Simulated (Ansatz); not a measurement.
# InSe (P6_3/mmc), ideal shear of a crystal plane

Method: DFT PBE+D3(BJ), scalar-relativistic, plane waves, PAW in Ansatz 0.2.0. Settings: plane waves to 420 eV, k-mesh 9×9×2 (Γ-centred), Gaussian smearing 0.03 eV. No spin polarisation. Energies are free energies at this smearing, counted from the undisturbed cell; pressure is positive in compression.

Zero of the scan (relaxed at this level):

```
CELL_PARAMETERS angstrom
-4.03177 0.00000 0.00000
-2.01589 -3.49162 0.00000
0.00000 0.00000 16.76237
ATOMIC_POSITIONS crystal
In 0.33333 0.33333 0.16666
In 0.66667 0.66667 0.66666
In 0.33333 0.33333 0.33334
In 0.66667 0.66667 0.83334
Se 0.33333 0.33333 0.58987
Se 0.66667 0.66667 0.08987
Se 0.33333 0.33333 0.91013
Se 0.66667 0.66667 0.41013
```

The cut lies on the cell's a–b face, a (0 0 1) plane (indices in the standard cell, whose axes needn't be the Cartesian ones shown) of area 14.08 Å², between layers 3.01 Å apart. Vector c is tilted by f times 1·a + 1·b (length 6.983 Å) with the atoms' Cartesian places fixed: one unrelaxed fault a cell. The traction is dγ/du, the slope of γ against the slip u in Å.

```
     f  γ (mJ/m²) traction (GPa)
0.0000          0             0.0
0.0833         12             0.3
0.1667         20            -0.1
0.2500          5            -0.4
0.3333         -9             0.0
0.4167         20             1.1
0.5000        120             2.3
0.5833        260             2.2
0.6667        330             0.0
0.7500        261            -2.1
0.8333        125            -2.2
0.9167         27            -1.1
```

Problem. Read off the first barrier and the stress needed to climb it, and compare with Frenkel's sinusoid.

Solution. The traction changes sign between f = 0.083 and 0.167, so by linear interpolation the first maximum lies at f = 0.150, a slip of 1.05 Å, with γ ≈ 21 mJ/m², which stands in for the unstable fault energy γ_us, and the steepest sampled slope before it is 0.3 GPa. A sinusoid γ = γ_us sin²(πu/λ) with its maximum there has λ = 2.09 Å and a largest slope πγ_us/λ = 0.3 GPa (1 mJ/m² per Å = 0.01 GPa).

Problem. Is there a metastable fault on this line?

Solution. The samples dip to a local minimum of -9 mJ/m² at f = 0.333. It lies at or under the start, so the start isn't the lowest stacking here: the two are rival polytypes.

The cut is rigid; relaxing the faces lowers these energies and usually the stresses.